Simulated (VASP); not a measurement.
# SiC (P6_3mc) under biaxial strain in the (0001) plane

How do the elastic response and the band edges of SiC follow biaxial strain in the (0001) plane?

Calculated with VASP 6.6.1; LDA; plane waves and PAW (Si, C), in the first sound run; inputs show where later runs differ.

**1. Starting point**

The structure is hexagonal, space group P6_3mc (No. 186). Conventional cell: a = 3.076 Å, b = 3.076 Å, c = 5.048 Å, α = 90.00°, β = 90.00°, γ = 120.00°. Nearest to Si lie 4 C at 1.88 to 1.90 Å. Nearest to C lie 4 Si at 1.88 to 1.90 Å. Farther neighbours are not listed.

**2. Relax the crystal, LDA**

The series starts from the cell that this level prefers, so that zero strain is near zero stress.

This step took 2 runs in a row; the last is shown.

Level: LDA; plane waves and PAW (Si, C).

INCAR reads:

```
SYSTEM = SiC
PREC = Accurate
ENCUT = 600
EDIFF = 1E-07
NELM = 120
ISMEAR = 0
SIGMA = 0.02
LREAL = .FALSE.
ALGO = Normal
GGA = CA
NBANDS = 14
LASPH = .TRUE.
LORBIT = 11
LWAVE = .FALSE.
LCHARG = .FALSE.
KPAR = 16
IBRION = 2
NSW = 40
ISIF = 3
EDIFFG = -0.005
POTIM = 0.4
```

POSCAR reads:

```
SiC
1.0
    3.0575921484      0.0000000000      0.0000000000
   -1.5287960742      2.6479524749      0.0000000000
    0.0000000000      0.0000000000      5.0182537258
Si C
2 2
Direct
    0.3333333333      0.6666666667      0.0005933873
    0.6666666667      0.3333333333      0.5005933873
    0.3333333333      0.6666666667      0.3764066127
    0.6666666667      0.3333333333      0.8764066127
```

KPOINTS reads:

```
Automatic mesh
0
Gamma
11 11 6
0 0 0
```

The projector-augmented-wave data sets are Si and C (LDA family, release 64).

Command:

```console
$ mpirun -np 16 vasp_std
```

What it wrote:

```text
[banner, memory and clock lines left out]
running   16 mpi-ranks, on    1 nodes
[...]
|                                                                             |
|           W    W    AA    RRRRR   N    N  II  N    N   GGGG   !!!           |
|           W    W   A  A   R    R  NN   N  II  NN   N  G    G  !!!           |
|           W    W  A    A  R    R  N N  N  II  N N  N  G       !!!           |
|           W WW W  AAAAAA  RRRRR   N  N N  II  N  N N  G  GGG   !            |
|           WW  WW  A    A  R   R   N   NN  II  N   NN  G    G                |
|           W    W  A    A  R    R  N    N  II  N    N   GGGG   !!!           |
|                                                                             |
|     For optimal performance we recommend to set                             |
|       NCORE = 2 up to number-of-cores-per-socket                            |
|     NCORE specifies how many cores store one orbital (NPAR=cpu/NCORE).      |
|     This setting can greatly improve the performance of VASP for DFT.       |
[...]
|     Unfortunately you need to use the default for GW and RPA                |
|     calculations (for HF NCORE is supported but not extensively tested      |
|     yet).                                                                   |
|                                                                             |

 LDA part: xc-table for (Slater(with rela. corr.)+CA(PZ))
 , standard interpolation
 POSCAR, INCAR and KPOINTS ok, starting setup
[...]
entering main loop
       N       E                     dE             d eps       ncg     rms          rms(c)
DAV:   1     0.303779419725E+02    0.30378E+02   -0.80120E+03  1792   0.115E+03
DAV:   2    -0.344773241675E+02   -0.64855E+02   -0.58934E+02  2460   0.181E+02
DAV:   3    -0.374463577675E+02   -0.29690E+01   -0.29524E+01  2500   0.370E+01
DAV:   4    -0.374762122197E+02   -0.29854E-01   -0.29847E-01  2008   0.445E+00
[...]
DAV:  12    -0.332802376457E+02    0.11915E-05   -0.29150E-06  2266   0.107E-02    0.659E-03
DAV:  13    -0.332802373068E+02    0.33882E-06   -0.12694E-06  2356   0.666E-03    0.140E-03
DAV:  14    -0.332802373117E+02   -0.48783E-08   -0.52500E-08  1244   0.186E-03
   1 F= -.33280237E+02 E0= -.33280237E+02  d E =-.332802E+02
[...]
reached required accuracy - stopping structural energy minimisation
```

Wall time 6.8 s (16 MPI ranks of Intel Xeon Platinum 8175M at 2.50GHz (Skylake/Cascade Lake), shared host); peak memory 2.8 GiB; 78 s of CPU time.

Lines that name or quote the potential files are left out of all logs, and their timing lines are given in words.

Parts of OUTCAR (step 2):

```text
  Total       -0.0080484     -0.0080484     -0.0117522      0.0000000      0.0000000     -0.0000000
  in kB       -0.3173802     -0.3173802     -0.4634344      0.0000000      0.0000000     -0.0000000
  external PRESSURE =      -0.3660649 kB  Pullay stress =       0.0000000 kB

 POSITION                                       TOTAL-FORCE (eV/Angst)
 -----------------------------------------------------------------------------------
     -0.00000      1.76530      0.00298         0.000000     -0.000000      0.001096
      1.52880      0.88265      2.51210        -0.000000      0.000000      0.001096
     -0.00000      1.76530      1.88890        -0.000000     -0.000000     -0.001096
      1.52880      0.88265      4.39803         0.000000      0.000000     -0.001096
 -----------------------------------------------------------------------------------
    total drift:                               -0.000000      0.000000     -0.000054

  FREE ENERGIE OF THE ION-ELECTRON SYSTEM (eV)
  ---------------------------------------------------
  free  energy   TOTEN  =       -33.2802373117 eV

  energy  without entropy=      -33.2802373117  energy(sigma->0) =      -33.28023731

 reached required accuracy - stopping structural energy minimisation

[... 3 further parts left out ...]
[key lines of the parts left out:]
E-fermi :   8.5442
```

Numbers from this step:

* energy(sigma→0) of the program: -33.2802 eV
* stress, compression positive: xx, yy, zz -0.03, -0.03, -0.05 GPa
* volume: 40.630 Å³
* ionic steps: 1

**3. Strain along the normal, LDA**

One member in full: the plane is strained by -2 %, and the strain along the normal is moved by secant steps until the normal stress is under 0.012 GPa or five steps are spent; the atoms relax at each step.

This step took 3 runs, each at a new trial strain with the atoms of the one before; the last is shown.

Level: LDA; plane waves and PAW (Si, C).

Changes to INCAR since step 2:

```diff
@@ -15,7 +15,7 @@
 LCHARG = .FALSE.
-KPAR = 16
-IBRION = 2
-NSW = 40
-ISIF = 3
-EDIFFG = -0.005
-POTIM = 0.4
+KPAR = 4
+IBRION = 1
+NSW = 25
+ISIF = 2
+EDIFFG = -0.004
+POTIM = 0.3
```

POSCAR reads:

```
SiC
1.0
    2.9964403050      0.0000000000      0.0000000000
   -1.4982201530      2.5949934250      0.0000000000
    0.0000000000      0.0000000000      5.0396047870
Si C
2 2
Direct
    0.3333333333      0.6666666667      0.0020667832
    0.6666666667      0.3333333333      0.5020667832
    0.3333333333      0.6666666667      0.3749332168
    0.6666666667      0.3333333333      0.8749332168
```

KPOINTS is that of step 2.

Command:

```console
$ mpirun -np 4 vasp_std
```

What it wrote:

```text
[banner, memory and clock lines left out]
running    4 mpi-ranks, on    1 nodes
[...]
LDA part: xc-table for (Slater(with rela. corr.)+CA(PZ))
 , standard interpolation
 POSCAR, INCAR and KPOINTS ok, starting setup
[...]
entering main loop
       N       E                     dE             d eps       ncg     rms          rms(c)
DAV:   1     0.296422354899E+02    0.29642E+02   -0.81259E+03  1792   0.116E+03
DAV:   2    -0.345864446782E+02   -0.64229E+02   -0.58447E+02  2426   0.184E+02
DAV:   3    -0.376117654918E+02   -0.30253E+01   -0.30109E+01  2470   0.380E+01
DAV:   4    -0.376409396045E+02   -0.29174E-01   -0.29163E-01  2020   0.452E+00
[...]
DAV:  12    -0.332126910211E+02    0.11425E-05   -0.27734E-06  2260   0.113E-02    0.734E-03
DAV:  13    -0.332126905919E+02    0.42920E-06   -0.15603E-06  2296   0.760E-03    0.112E-03
DAV:  14    -0.332126906116E+02   -0.19650E-07   -0.60284E-08  1262   0.199E-03
   1 F= -.33212691E+02 E0= -.33212691E+02  d E =-.332127E+02
 BRION: g(F)=  0.451E-05 g(S)=  0.000E+00
[...]
N       E                     dE             d eps       ncg     rms          rms(c)
DAV:   1    -0.332126927164E+02   -0.21245E-05   -0.17781E-04  1858   0.103E-01    0.420E-03
DAV:   2    -0.332126926815E+02    0.34915E-07   -0.25719E-06  2476   0.121E-02    0.195E-03
DAV:   3    -0.332126925578E+02    0.12373E-06   -0.17772E-07  1772   0.385E-03    0.485E-04
DAV:   4    -0.332126925606E+02   -0.28897E-08   -0.64673E-08  1064   0.172E-03
   2 F= -.33212693E+02 E0= -.33212693E+02  d E =-.194909E-05
 BRION: g(F)=  0.748E-07 g(S)=  0.000E+00 retain N=  1 mean eig= 0.89
 eig:   0.886
 reached required accuracy - stopping structural energy minimisation
```

It took 18 s on 4 MPI ranks; peak memory 0.61 GiB; 56 s of CPU time.

Parts of OUTCAR (step 3):

```text
  Total        3.2957729      3.2957729     -0.0003333     -0.0000000      0.0000000      0.0000000
  in kB      134.7502232    134.7502232     -0.0136270     -0.0000000      0.0000000      0.0000000
  external PRESSURE =      89.8289398 kB  Pullay stress =       0.0000000 kB

 POSITION                                       TOTAL-FORCE (eV/Angst)
 -----------------------------------------------------------------------------------
     -0.00000      1.73000      0.01060        -0.000000     -0.000000     -0.000804
      1.49822      0.86500      2.53040         0.000000      0.000000     -0.000804
     -0.00000      1.73000      1.88933        -0.000000      0.000000      0.000804
      1.49822      0.86500      4.40914         0.000000     -0.000000      0.000804
 -----------------------------------------------------------------------------------
    total drift:                                0.000000      0.000000      0.000304

  FREE ENERGIE OF THE ION-ELECTRON SYSTEM (eV)
  ---------------------------------------------------
  free  energy   TOTEN  =       -33.2126925606 eV

  energy  without entropy=      -33.2126925606  energy(sigma->0) =      -33.21269256

[... 2 parts as in an earlier step ...]

[... 2 further parts left out ...]
[key lines of the parts left out:]
E-fermi :   9.0448
```

This run gave:

```
energy(sigma→0) of the program : -33.2127 eV
stress, compression positive   : xx, yy, zz 13.48, 13.48, 0.00 GPa
ionic steps                    : 2
```

(Continued in part 2 of 3.)

[Lines on the potential files, build, host, timing and source positions are cut from VASP's logs without a mark.]

[Logs are printed without paths, hosts, clocks, repeated set-up lines and the standing remarks that a program may print on its own settings, such as how far it seeks lower states.]

[Hosts, paths, dates, database ids (printed as entryN), source tags and the programs' standing remarks are cut or masked in the printed files.]

[In band tables of VASP the shares of atoms and orbitals are scaled to a sum of 1 inside the atoms' spheres.]
